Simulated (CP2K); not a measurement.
## MgO under changes of volume

One of the cells (9.221 Å³/atom); the others are scaled copies at fixed shape and fractional positions:

```
CELL_PARAMETERS angstrom
2.96561 0.00000 0.00000
1.48280 2.56829 0.00000
1.48280 0.85610 2.42141
ATOMIC_POSITIONS crystal
Mg 0.00000 0.00000 0.00000
O 0.50000 0.50000 0.50000
```

The cell is a database's computed one.

| Item | Value |
| --- | --- |
| Program | CP2K 2026.2 |
| Functional | LDA |
| Potentials or basis | GTH_POTENTIALS Mg GTH-PADE-q10, O GTH-PADE-q6; TZVP-MOLOPT-PBE-GTH basis |
| Density cutoff | 19048 eV |
| k mesh | 11 × 11 × 11 |
| Occupations | fermi-dirac, width 0.05 eV |
| Spin | no spin polarisation |

```csv
volume (Å³/atom),energy over the lowest point (meV/atom),pressure (GPa),gap on the mesh (eV)
8.668,?,?,?
8.853,9.19,8.0,5.14
9.037,2.41,3.9,4.93
9.221,0.00,0.3,4.73
9.406,1.59,-3.0,4.53
9.590,6.78,-5.9,4.35
9.775,15.17,-8.6,4.17
```

**Question.** What does the run at 8.668 Å³/atom give?

**Answer.** Energy over the lowest point 20.86 meV/atom; pressure 12.4 GPa; gap on the mesh 5.36 eV.

Worked out: A Birch-Murnaghan fit of order 3 (a polynomial in V^(-2/3)) to the other rows has its minimum at 9.24 Å³/atom with B0 = V·E''(V) = 172 GPa and B' = 4.3. It gives 20.98 meV/atom at 8.668 Å³/atom, against the run's 20.86, and -dE/dV = 12.5 GPa, against 12.4. A straight line through the other rows of the gap, of slope -9.79 eV per unit of ln V (its deformation potential), extrapolates to 5.34 eV, against the run's 5.36.

Energies are extrapolated to zero smearing.

Caveats: the basis of atomic orbitals isn't converged, which shifts pressures, moduli and gaps.
